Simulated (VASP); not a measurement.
# A VASP 6.6.1 single-point calculation on LiCl

INCAR

```
ISPIN = 2
ISYM = 1
IBRION = -1
ENCUT = 520
NBANDS = 6
SIGMA = 0.02
LREAL = .FALSE.
ISIF = 2
LWAVE = .FALSE.
LASPH = .TRUE.
LCHARG = .FALSE.
NELM = 74
GGA = PE
MAGMOM = 2 2
ISMEAR = -1
PREC = Accurate
NSW = 0
EDIFF = 1E-7
```

KPOINTS

```
KPOINTS created by Atomic Simulation Environment
0
Gamma
8 8 8
0 0 0
```

POSCAR

```
Li Cl
 1.0000000000000000
    -0.1452419103000000    2.7140671991000000    2.7140671991000000
     2.7140671991000000   -0.1452419103000000    2.7140671991000000
     2.7140671991000000    2.7140671991000000   -0.1452419103000000
 Li  Cl
   1   1
Cartesian
 -0.0252339862859267 -0.0252339862859267 -0.0252339862859267
  1.3459571082609270  1.3459571082609270  1.3459571082609272
```

The recommended PBE PAW datasets give the neutral cell 10 valence electrons.

Command

```
mpirun -np 1 vasp_std
```

OSZICAR

```
N       E                     dE             d eps       ncg     rms          rms(c)
DAV:   1     0.628606129658E+02    0.62861E+02   -0.34972E+03  1560   0.133E+03
DAV:   2     0.310714839999E+00   -0.62550E+02   -0.61177E+02  2418   0.227E+02
DAV:   3    -0.247754156892E+01   -0.27883E+01   -0.27883E+01  1644   0.654E+01
DAV:   4    -0.264022216975E+01   -0.16268E+00   -0.16268E+00  2916   0.136E+01
DAV:   5    -0.264136985395E+01   -0.11477E-02   -0.11477E-02  2202   0.139E+00    0.199E+01
DAV:   6    -0.656799776427E+01   -0.39266E+01   -0.32382E+00  2340   0.167E+01    0.873E+00
DAV:   7    -0.737698810485E+01   -0.80899E+00   -0.49078E-01  1956   0.801E+00    0.154E+00
DAV:   8    -0.739434994359E+01   -0.17362E-01   -0.73242E-02  1680   0.381E+00    0.866E-01
DAV:   9    -0.740691282860E+01   -0.12563E-01   -0.14355E-02  1950   0.184E+00    0.287E-01
DAV:  10    -0.740970528528E+01   -0.27925E-02   -0.38419E-03  1926   0.941E-01    0.127E-01
DAV:  11    -0.741045527681E+01   -0.74999E-03   -0.56439E-04  2292   0.380E-01    0.637E-02
DAV:  12    -0.741066055112E+01   -0.20527E-03   -0.22108E-04  1902   0.207E-01    0.286E-02
DAV:  13    -0.741073237784E+01   -0.71827E-04   -0.95814E-05  2136   0.142E-01    0.707E-03
DAV:  14    -0.741073637979E+01   -0.40019E-05   -0.42242E-06  2658   0.354E-02    0.282E-03
DAV:  15    -0.741073718395E+01   -0.80416E-06   -0.10584E-06  2064   0.165E-02    0.144E-03
DAV:  16    -0.741073745698E+01   -0.27302E-06   -0.31186E-07  2082   0.894E-03    0.453E-04
DAV:  17    -0.741073749176E+01   -0.34784E-07   -0.30885E-08  2400   0.278E-03
   1 F= -.74107375E+01 E0= -.74107375E+01  d E =-.336319E-10  mag=    -0.0000
```

It converged. Results: pressure -0.8 GPa; magnetic moment of the cell 0.00 μB.

For comparison, a separate PBE run of the intended cell, on usual settings and not on those above, gives a gap of 5.66 eV on its mesh and a pressure of -0.8 GPa.

The run above took about 47 s on one core of a shared host (Intel Xeon Platinum 8488C) and held 0.19 GiB at most.
